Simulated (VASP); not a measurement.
Write the native input for VASP 6.6.1 that does the following.

```yaml
Task: band structure
Functional: r2SCAN
Potentials_or_basis: VASP PAW PBE potentials, release 64 (Te, Sn_d)
Cutoff: 520 eV
k_mesh: 5 × 5 × 5
Occupations: fermi-dirac, width 0.05 eV
Spin: spin-orbit coupling, no magnetisation
Further_INCAR_settings: ALGO = Normal; EDIFF = 1e-07
```

The structure of SnTe lies in POSCAR:

```
SnTe
1.0
    0.0000000000      3.1508500000      3.1508500000
    3.1508500000      0.0000000000      3.1508500000
    3.1508500000      3.1508500000      0.0000000000
Te Sn
1 1
Direct
    0.5000000000      0.5000000000      0.5000000000
    0.0000000000      0.0000000000      0.0000000000
```

The input as run:

INCAR

```
SYSTEM = SnTe
PREC = Accurate
ENCUT = 520
EDIFF = 1E-7
ISMEAR = -1
SIGMA = 0.05
LREAL = .FALSE.
LASPH = .TRUE.
NELM = 100
ALGO = Normal
ISIF = 2
LWAVE = .FALSE.
LCHARG = .FALSE.
LNONCOLLINEAR = .TRUE.
MAGMOM = 0 0 0 0 0 0
LORBIT = 11
LSORBIT = .TRUE.
GGA_COMPAT = .FALSE.
METAGGA = R2SCAN
LMIXTAU = .TRUE.
```

KPOINTS

```
Automatic mesh
0
G
  5 5 5
  0 0 0
```

KPOINTS_OPT

```
path GXWKGLUWLK,UX
20
line-mode
reciprocal
 0.0000000000  0.0000000000  0.0000000000  G
 0.5000000000  0.0000000000  0.5000000000  X

 0.5000000000  0.0000000000  0.5000000000  X
 0.5000000000  0.2500000000  0.7500000000  W

 0.5000000000  0.2500000000  0.7500000000  W
 0.3750000000  0.3750000000  0.7500000000  K

 0.3750000000  0.3750000000  0.7500000000  K
 0.0000000000  0.0000000000  0.0000000000  G

 0.0000000000  0.0000000000  0.0000000000  G
 0.5000000000  0.5000000000  0.5000000000  L

 0.5000000000  0.5000000000  0.5000000000  L
 0.6250000000  0.2500000000  0.6250000000  U

 0.6250000000  0.2500000000  0.6250000000  U
 0.5000000000  0.2500000000  0.7500000000  W

 0.5000000000  0.2500000000  0.7500000000  W
 0.5000000000  0.5000000000  0.5000000000  L

 0.5000000000  0.5000000000  0.5000000000  L
 0.3750000000  0.3750000000  0.7500000000  K

 0.6250000000  0.2500000000  0.6250000000  U
 0.5000000000  0.0000000000  0.5000000000  X
```

Potentials or basis: VASP PAW PBE potentials, release 64 (Te, Sn_d).

Run with:

```console
$ cat potpaw_PBE.64/Te/POTCAR potpaw_PBE.64/Sn_d/POTCAR > POTCAR
$ mpirun -np 1 vasp_ncl > vasp.out
```

Results of the run:

- Pressure: 1.6 GPa
- Valence electrons inside the program's atomic spheres: Te 3.42; Sn 12.09

Caveat: the PAW data sets were made with another functional, which shifts forces and pressure a little.

It took 23 min on 1 thread of Intel(R) Xeon(R) 6975P-C (Granite Rapids) (shared host), peak memory 0.45 GiB.
